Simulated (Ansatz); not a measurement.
La: density of states with PBEsol

The system is La.

```xyz
2
Lattice="3.7500 0.0000 0.0000 -1.8750 3.2476 0.0000 0.0000 0.0000 6.0700" Properties=species:S:1:pos:R:3 pbc="T T T"
La    1.8750    1.0825    4.5525
La    0.0000    2.1651    1.5175
```

This isn't the form of La at room conditions, which is double hcp.

```
Program             : Ansatz 0.2.0
Task                : density of states
Functional          : PBEsol
Potentials or basis : all-electron LAPW, scalar-relativistic
Cutoff              : 120 eV (chosen from the basis error)
Basis error allowed : 0.001 eV/atom
k mesh              : 8 × 8 × 5
Occupations         : fermi-dirac, width 0.05 eV
Spin                : no spin polarisation
```

```
Pressure               : -1.4 GPa
Band gap on the k mesh : none (metal or under the smearing width)
```

Stress tensor (GPa, compression positive):
```
-1.34  0.00  0.00
 0.00 -1.34  0.00
 0.00  0.00 -1.65
```

Levels at points of the mesh, in eV from the Fermi level:
| k point | band 25 | band 26 | band 27 | band 28 | band 29 | band 30 |
| --- | --- | --- | --- | --- | --- | --- |
| (0.00, 0.00, 0.00) | -3.23 | -1.78 | 1.07 | 1.32 | 1.32 | 1.48 |
| (0.00, -0.50, 0.00) | -1.61 | -1.18 | -1.14 | 1.20 | 1.23 | 1.30 |

States per cell in windows of 0.5 eV (zero at the Fermi level; states under -8 eV left out):
| from (eV) | total |
| --- | --- |
| -8.0 | 0.00 |
| -7.5 | 0.00 |
| -7.0 | 0.00 |
| -6.5 | 0.00 |
| -6.0 | 0.00 |
| -5.5 | 0.00 |
| -5.0 | 0.00 |
| -4.5 | 0.00 |
| -4.0 | 0.00 |
| -3.5 | 0.00 |
| -3.0 | 0.06 |
| -2.5 | 0.15 |
| -2.0 | 0.73 |
| -1.5 | 1.92 |
| -1.0 | 1.23 |
| -0.5 | 1.88 |
| 0.0 | 1.71 |
| 0.5 | 2.12 |
| 1.0 | 2.96 |
| 1.5 | 5.23 |
| 2.0 | 0.00 |
| 2.5 | 0.00 |
| 3.0 | 0.00 |
| 3.5 | 0.00 |
| 4.0 | 0.00 |
| 4.5 | 0.00 |
| 5.0 | 0.00 |
| 5.5 | 0.00 |
| 6.0 | 0.00 |
| 6.5 | 0.00 |
| 7.0 | 0.00 |
| 7.5 | 0.00 |

It took 4.3 s on 2 threads of Arm Neoverse V2, on a shared host, peak memory 0.27 GiB.

Spin-orbit coupling is left out, which matters for the levels of La.
